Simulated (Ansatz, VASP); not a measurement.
# GaN: VASP beside Ansatz, part 2 of 2

One calculation is typed for both programs; each brings its own data sets and cutoff. How far apart do they land? The cell is taken from a series of VASP runs on this material, whose earlier steps may have relaxed, scaled or displaced it; both programs get it as it stands.

VASP 6.6.1 and Ansatz 0.2.0.

So far. Step 4 (Comparison): The walks stopped with -0.02 GPa left in Ansatz and -0.03 GPa in VASP; each walk ends within a tolerance, so the volume difference is uncertain by about these residues over the bulk modulus, most in soft cells.

## Step 5: VASP: band structure, r2SCAN-EpsX with an exact-exchange share of 0.17

Level of this step: r2SCAN-EpsX, exact-exchange share 1/5.884; plane waves and PAW (Ga_d, N) (VASP).

The same path points are solved in both programs, so levels can be compared one by one. The cell compared in this pair holds 22.89 Å³, against 22.24 Å³ for the pair before.

The run reads the wave functions of an earlier VASP run, which isn't shown here.

File INCAR:

```
SYSTEM = GaN
PREC = Accurate
ENCUT = 460
EDIFF = 1E-06
NELM = 100
ISMEAR = 0
SIGMA = 0.03
LREAL = .FALSE.
ALGO = Normal
LHFCALC = .TRUE.
AEXX = 0.17
METAGGA = R2SCAN
LASPH = .TRUE.
NBANDS = 15
PRECFOCK = Fast
HFRCUT = -1
LORBIT = 11
LWAVE = .FALSE.
LCHARG = .FALSE.
KPAR = 4
```

File POSCAR:

```
GaN
1.0
    0.0000000000      2.2535006075      2.2535006075
    2.2535006075      0.0000000000      2.2535006075
    2.2535006075      2.2535006075      0.0000000000
Ga N
1 1
Direct
    0.0000000000      0.0000000000      0.0000000000
    0.2500000000      0.2500000000      0.2500000000
```

File KPOINTS:

```
Automatic mesh
0
Gamma
6 6 6
0 0 0
```

File KPOINTS_OPT:

```
Line mode
10
Line-mode
Reciprocal
  0.00000000   0.00000000   0.00000000 GAMMA
  0.50000000   0.00000000   0.50000000 X

  0.50000000   0.00000000   0.50000000 X
  0.50000000   0.25000000   0.75000000 W

  0.50000000   0.25000000   0.75000000 W
  0.37500000   0.37500000   0.75000000 K

  0.37500000   0.37500000   0.75000000 K
  0.00000000   0.00000000   0.00000000 GAMMA

  0.00000000   0.00000000   0.00000000 GAMMA
  0.50000000   0.50000000   0.50000000 L

  0.50000000   0.50000000   0.50000000 L
  0.62500000   0.25000000   0.62500000 U

  0.62500000   0.25000000   0.62500000 U
  0.50000000   0.25000000   0.75000000 W

  0.50000000   0.25000000   0.75000000 W
  0.50000000   0.50000000   0.50000000 L

  0.50000000   0.50000000   0.50000000 L
  0.37500000   0.37500000   0.75000000 K

  0.62500000   0.25000000   0.62500000 U
  0.50000000   0.00000000   0.50000000 X
```

PAW data sets: Ga_d and N (PBE family, release 64).

Command:

```console
$ mpirun -np 4 vasp_std
```

Numbers of over 12 decimals in the logs are rounded to 6 here.

Output:

```text
[banner, memory and clock lines left out]
running    4 mpi-ranks, on    1 nodes
[...]
|                                                                             |
|               ----> ADVICE to this user running VASP <----                  |
|                                                                             |
|     You enforced a specific xc type in the INCAR file but a different       |
|     [... a line on the potential file left out ...]
|     I HOPE YOU KNOW WHAT YOU ARE DOING!                                     |
|                                                                             |

 LDA part: xc-table for (None), standard interpolation
 found WAVECAR, reading the header
 POSCAR, INCAR and KPOINTS ok, starting setup
[...]
HFRCUT set to (new)   10.567917
 reading WAVECAR
 the WAVECAR file was read successfully
 initial charge from wavefunction
 entering main loop
       N       E                     dE             d eps       ncg     rms          rms(c)
[...]
DAV:  12    -0.226950127715E+02   -0.10254E-05   -0.11785E-07   303   0.485E-03    0.310E-03
DAV:  13    -0.226950134080E+02   -0.63647E-06   -0.48777E-08   303   0.310E-03
   1 F= -.22695013E+02 E0= -.22695013E+02  d E =-.378830E-19
 Start KPOINTS_OPT (optional k-point list driver)
k-point batch [1-16\100]
       N       E                     dE             ncg
DAV:   1    -0.131702690891E+03   -0.87828E+04      496
DAV:   2    -0.183737360984E+04   -0.17057E+04      564
DAV:   3    -0.195425012225E+04   -0.11688E+03      501
DAV:   4    -0.195632640382E+04   -0.20763E+01      690
DAV:   5    -0.195634829140E+04   -0.21888E-01      676
DAV:   6    -0.195634871473E+04   -0.42332E-03      716
DAV:   7    -0.195634872426E+04   -0.95355E-05      629
DAV:   8    -0.195634872460E+04   -0.33521E-06      534
[...]
k-point batch [97-100\100]
       N       E                     dE             ncg
DAV:   1     0.895338717115E+04   -0.30560E+04      136
DAV:   2     0.855942228107E+04   -0.39396E+03      162
DAV:   3     0.853712317562E+04   -0.22299E+02      134
DAV:   4     0.853678723552E+04   -0.33594E+00      184
DAV:   5     0.853678374940E+04   -0.34861E-02      155
DAV:   6     0.853678367876E+04   -0.70631E-04      186
DAV:   7     0.853678367787E+04   -0.89208E-06      124
```

Parts of OUTCAR (step 5):

```text
 POSITION                                       TOTAL-FORCE (eV/Angst)
 -----------------------------------------------------------------------------------
      0.00000      0.00000      0.00000        -0.000000     -0.000000     -0.000000
      1.12675      1.12675      1.12675         0.000000      0.000000      0.000000
 -----------------------------------------------------------------------------------
    total drift:                                0.000075      0.000002      0.000030

  FREE ENERGIE OF THE ION-ELECTRON SYSTEM (eV)
  ---------------------------------------------------
  free  energy   TOTEN  =       -22.6950134080 eV

  energy  without entropy=      -22.6950134080  energy(sigma->0) =      -22.69501341

[... 3 further parts left out ...]
[key lines of the parts left out:]
E-fermi :   4.4584
```

## Step 6: Ansatz: band structure, r2SCAN-EpsX with an exact-exchange share of 0.17

The same cell, functional, mesh and smearing now go to Ansatz, which takes its cutoff from its data sets.

The cell is taken from a series of VASP runs on this material, whose earlier steps may have relaxed, scaled or displaced it; both programs get it as it stands.

File input.yaml:

```yaml
crystal:
  lattice:
    - [0.0, 2.2535006075, 2.2535006075]
    - [2.2535006075, 0.0, 2.2535006075]
    - [2.2535006075, 2.2535006075, 0.0]
  atoms:
    - { symbol: Ga, position: [0.0, 0.0, 0.0] }
    - { symbol: "N", position: [0.25, 0.25, 0.25] }
hamiltonian:
  xc: { exchange: r2scan, correlation: r2scan, exx: { coeff: 0.17 } }
  pseudopotentials: { kind: paw }
kpoints:
  mp_grid: { grid: [6, 6, 6] }
  band_path:
    path:
      - [0.0, 0.0, 0.0]
      - [0.5, 0.0, 0.5]
      - [0.5, 0.22222, 0.72222]
      - [0.40278, 0.34722, 0.75]
      - [0.125, 0.125, 0.25]
      - [0.27778, 0.27778, 0.27778]
      - [0.55556, 0.38889, 0.55556]
      - [0.58333, 0.25, 0.66667]
      - [0.5, 0.30556, 0.69444]
      - [0.48611, 0.48611, 0.52778]
      - [0.625, 0.25, 0.625]
      - [0.5, 0.0, 0.5]
    npoints: 1
scf:
  occupations: { method: gaussian, width: 0.03 }
  n_extra_bands: 7
output:
  forces: true
  stress: true
  eigenvalues: true
```

Command:

```console
$ ansatz run input.yaml --threads 4 --pin off --max-ram 9216MiB --backend cpu --events-out ev --progress --plain --runs-dir out
```

Output:

```text
[...]
--- Band table (eV; the first three rows and the last of 16) ---
  k-point 0: bands = [... 5 lower, -6.4017, 8.6311, 8.6311, 8.6311, 11.9810, 21.0978, 21.0978, 21.0978, ... 3 higher]
  k-point 1: bands = [... 5 lower, -6.4031, 6.2353, 8.3379, 8.3379, 13.6722, 20.0403, 21.4853, 21.4853, ... 3 higher]
  k-point 2: bands = [... 5 lower, -5.7548, 2.8816, 7.8183, 7.8183, 14.9656, 19.4564, 21.3785, 21.3785, ... 3 higher]
  k-point 15: bands = [... 5 lower, -4.2488, 2.4593, 4.9197, 4.9946, 15.6268, 18.7590, 22.1983, 22.2808, ... 3 higher]
[key lines of the parts left out:]
Free energy (F): -4175.426225 eV
Fermi energy:    10.306208 eV
P = ⅓ Tr σ = -3.7224 GPa (-37.224 kbar)
```

The job ended after 32 s (4 threads of Intel Xeon Platinum 8375C at 2.90GHz (Ice Lake), shared host; peak memory 1.2 GiB).

## Step 7: Differences

What differs besides the data sets and the points named for the pairs above, as far as they apply: exact exchange at q = 0 is treated differently, which shows on coarse meshes; VASP keeps PBE cores, Ansatz makes them for the functional; the cutoff is 500 eV in Ansatz and 460 eV in VASP; VASP takes a coarser grid for exact exchange (PRECFOCK = Fast). Total energies have different zeros and are not compared.

Compared:

| quantity | Ansatz | VASP | difference |
| --- | --- | --- | --- |
| gap over the path points (eV) | 3.350 | 3.354 | -0.004 |

Levels at points of the path, from each program's valence-band top (eV; 3 filled, then empty):

| k (reciprocal lattice) | Ansatz | VASP |
| --- | --- | --- |
| 0.000 0.000 0.000 | 0.00 0.00 0.00 3.35 12.47 | 0.00 0.00 0.00 3.35 12.45 |
| 0.500 0.000 0.500 | -6.53 -2.91 -2.91 4.92 8.63 | -6.53 -2.91 -2.91 4.92 8.62 |
| 0.500 0.222 0.722 | -6.03 -3.98 -3.82 7.86 10.69 | -6.03 -3.98 -3.83 7.86 10.67 |
| 0.403 0.347 0.750 | -6.18 -4.53 -2.48 6.85 10.12 | -6.19 -4.53 -2.49 6.85 10.11 |
| 0.125 0.125 0.250 | -2.85 -1.09 -0.22 5.68 11.13 | -2.85 -1.09 -0.22 5.68 11.12 |
| 0.278 0.278 0.278 | -4.69 -0.65 -0.65 6.07 10.87 | -4.69 -0.65 -0.65 6.07 10.86 |
| 0.556 0.389 0.556 | -7.08 -2.60 -1.47 7.85 9.48 | -7.08 -2.60 -1.47 7.84 9.48 |
| 0.583 0.250 0.667 | -6.16 -4.49 -2.65 7.03 10.18 | -6.17 -4.49 -2.65 7.03 10.16 |
| 0.500 0.306 0.694 | -6.16 -4.25 -3.02 8.14 10.26 | -6.16 -4.25 -3.02 8.14 10.24 |
| 0.486 0.486 0.528 | -7.47 -1.17 -1.08 6.65 10.76 | -7.47 -1.17 -1.08 6.64 10.77 |

Among the levels compared at these points, filled levels agree within 6 meV and empty ones within 18 meV.

## Step 8: Outcome

| Quantity | Value |
| --- | --- |
| difference in volume (relaxation of cell and atoms, LDA) | -0.56 % |
| difference in gap over the path points (band structure, r2SCAN-EpsX with an exact-exchange share of 0.17) | -0.0041 eV |

**Reading.** The difference in volume is -0.56 % (relaxation of cell and atoms, LDA), within the 1.2 % picked in this series as the mark of a large difference, as far as the stopping tolerances let one tell. Such differences can come from data sets, numerical settings and the points named under the comparisons, not from the functional's error against experiment.

[Lines on the potential files, build, host, timing and source positions are cut from VASP's logs without a mark.]

[Logs are printed without paths, hosts, clocks, repeated set-up lines and the standing remarks that a program may print on its own settings, such as how far it seeks lower states.]

[Hosts, paths, dates, database ids (printed as entryN), source tags and the programs' standing remarks are cut or masked in the printed files.]
